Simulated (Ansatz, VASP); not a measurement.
**MgS: VASP beside Ansatz**

File INCAR:

```
  PREC = Accurate
  ENCUT = 520
  EDIFF = 1E-6
  ISMEAR = -1
  SIGMA = 0.02
  LREAL = F
  LASPH = T
  NELM = 100
  ALGO = Normal
  ISIF = 2
  LWAVE = F
  LCHARG = F
  GGA = PE
  NBANDS = 11
```

File KPOINTS:

```
regular mesh
0
Gamma
  8 8 8
```

File POSCAR:

```
MgS
1.0
    0.0000000000      2.8591856096      2.8591856096
    2.8591856096      0.0000000000      2.8591856096
    2.8591856096      2.8591856096      0.0000000000
Mg S
1 1
Direct
    0.0000000000      0.0000000000      0.0000000000
    0.2500000000      0.2500000000      0.2500000000
```

Input for Ansatz:

```yaml
crystal:
  lattice:
    - [0.0, 2.8591856096, 2.8591856096]
    - [2.8591856096, 0.0, 2.8591856096]
    - [2.8591856096, 2.8591856096, 0.0]
  atoms:
    - { symbol: Mg, position: [0.0, 0.0, 0.0] }
    - { symbol: S, position: [0.25, 0.25, 0.25] }
kpoints:
  mp_grid: { grid: [8, 8, 8] }
  band_path:
    path:
      - [0.0, 0.0, 0.0]
      - [-0.5, -0.5, 0.0]
      - [-0.375, -0.375, 0.25]
      - [-0.375, 0.0, 0.375]
      - [0.0, 0.0, 0.5]
      - [-0.5, -0.25, 0.25]
    npoints: 1
hamiltonian:
  xc: pbe
scf:
  occupations: { method: fermi_dirac, width: 0.02 }
  n_extra_bands: 4
output:
  forces: true
  stress: true
  eigenvalues: true
  write_density: true
  write_potential: true
  elf: true
  volumetric_format: npy
```

Change from the starting cell: hydrostatic strain +1.0%.

Alike in both runs: task single point; functional PBE; k mesh 8 × 8 × 8; occupations fermi-dirac, width 0.02 eV; no spin polarisation.

|  | VASP | Ansatz |
| --- | --- | --- |
| version | VASP 6.6.1 | Ansatz 0.2.0 |
| potentials or method | VASP PAW PBE potentials, release 64 (Mg, S) | plane waves, PAW |
| plane-wave cutoff (eV) | 520 | 420 |
| valence electrons in the cell | 8 | 16 |

|  | VASP | Ansatz | Ansatz less VASP |
| --- | --- | --- | --- |
| gap on the k mesh at the Fermi level (eV) | 3.31 | 3.32 | +0.009 |
| pressure (GPa) | -0.7 | -0.6 | +0.15 |

The two sets of potentials don't hold the same shells in valence.
